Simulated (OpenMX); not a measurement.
Runs of OpenMX 3.8.5 on Au. Symmetry: P4/mmm, No. 123, tetragonal system. Conventional cell: a = 2.638 Å, b = 2.638 Å, c = 2.748 Å, α = 90.00°, β = 90.00°, γ = 90.00°. Au (site symmetry 4/mmm) has 6 Au at 2.64 to 2.75 Å as nearest neighbours. The cell was built by a generator and needn't be a form met in nature.

| cell | gap on the mesh (eV) | pressure (GPa) |
| --- | --- | --- |
| P4/mmm, 19.13 Å³/atom | none | (a) |
| P4/mmm, 19.94 Å³/atom | none | 6.4 |
| Pm-3m, 20.76 Å³/atom | none | 1.1 |
| P4/mmm, 21.6 Å³/atom | none | -2.8 |
| P4/mmm, 22.45 Å³/atom | none | (b) |

Alike in all rows: task single point; level PBE; potentials or basis OpenMX 2013 PBE set, Au7.0-s3p2d2f1, grid cutoff 400 Ry; no spin polarisation; k mesh 7 × 7 × 7; smearing fermi-dirac 0.05 eV.

Task: Fill in the values left out.

Result: (a) 13.5; (b) -5.6.

Caveats: the basis of atomic orbitals isn't converged, which shifts pressures, moduli and gaps.

A k mesh can miss the band edges, and the runs leave out spin-orbit coupling on Au.

A gap of «none» marks a metal or a gap under the smearing width.
